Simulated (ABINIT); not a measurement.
Wanted: the native input for an ABINIT 10.8.3 (patched build) run.

```yaml
Task: equation of state
Functional: PBE
Potentials_or_basis: JTH PAW PBE v2.0
Cutoff: 599 eV
k_mesh: 8 × 8 × 8
Occupations: fermi-dirac, width 0.05 eV
Spin: no spin polarisation
Fine-grid_cutoff: 1197.3 eV
```

Crystal: InPd.

```
In Pd
1.0
     0.00000    2.74607    2.74607
     2.74607    0.00000    2.74607
     2.74607    2.74607    0.00000
In Pd
1 1
Direct
  0.00000 0.00000 0.00000
  0.50000 0.50000 0.50000
```

The cell was built by a generator and needn't be a form met in nature.

One way to write it, as run:

run.abi

```
# Datasets: one volume each
ndtset 7
getwfk -1
scalecart1 3*0.9795861087
scalecart2 3*0.9864848297
scalecart3 3*0.9932883884
scalecart4 3*1.0000000000
scalecart5 3*1.0066227096
scalecart6 3*1.0131594038
scalecart7 3*1.0196128224

# Pseudopotentials
pp_dirpath "./"
pseudos "In.GGA_PBE-JTH.xml, Pd.GGA_PBE-JTH.xml"

# Structure
acell 3*1.0 Angstrom
rprim
     0.0000000000     2.7460700000     2.7460700000
     2.7460700000     0.0000000000     2.7460700000
     2.7460700000     2.7460700000     0.0000000000
ntypat 2
znucl 49 46
natom 2
typat 1 2
xred
     0.0000000000     0.0000000000     0.0000000000
     0.5000000000     0.5000000000     0.5000000000

# Plane-wave basis
ecut 22.0
pawecutdg 44.0
pawxcdev 0

# k points
kptopt 1
ngkpt 8 8 8
nshiftk 1
shiftk 0.0 0.0 0.0

# Exchange and correlation
ixc 11

# Bands and occupations
nband 20
occopt 3
tsmear 0.05 eV

# SCF cycle
nstep 100
tolvrs 1.0e-9

# Output
iomode 3
prtwf 1
prtden 0
prteig 0
prtebands 0
enunit 2
```

Potentials or basis: JTH PAW PBE v2.0.

Run with:

```console
$ abinit run.abi > log 2>&1
```

Results of the run:

```json
{
  "Equilibrium volume": "20.74 Å³/atom",
  "Bulk modulus": "85 GPa",
  "Pressure derivative of the bulk modulus": "5.4 (rough: it moves with the points fitted)"
}
```

Caveat: pressures at fixed basis lie under the slope of the energies.

Wall time 3.9 min on 1 thread of Arm Neoverse V2 (shared host), peak memory 0.17 GiB.
